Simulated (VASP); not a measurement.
Runs of VASP 6.6.1 on Pb. It takes space group Fm-3m (No. 225, cubic). Conventional cell: a = 4.950 Å, b = 4.950 Å, c = 4.950 Å, α = 90.00°, β = 90.00°, γ = 90.00°. Around Pb (site symmetry m-3m) lie 12 Pb at 3.50 Å. 

```csv
level,spin,k mesh,pressure (GPa)
rSCAN,off,9 × 9 × 9,1.3
SCAN,"SOC, no magnetisation",7 × 7 × 7,(a)
r2SCAN,"SOC, no magnetisation",7 × 7 × 7,(b)
r2SCAN,off,9 × 9 × 9,1.1
SCAN,off,9 × 9 × 9,0.3
```

Alike in all rows: task band structure; potentials or basis VASP PAW PBE potentials, release 64 (Pb_d); cell as given; cutoff (eV) 520; smearing fermi-dirac 0.05 eV.

Estimate the missing entries.

(a) 1.0; (b) 1.8.

Caveats: the PAW data sets were made with another functional, which shifts forces and pressure a little.

Runs at the PBE level aren't shown here.
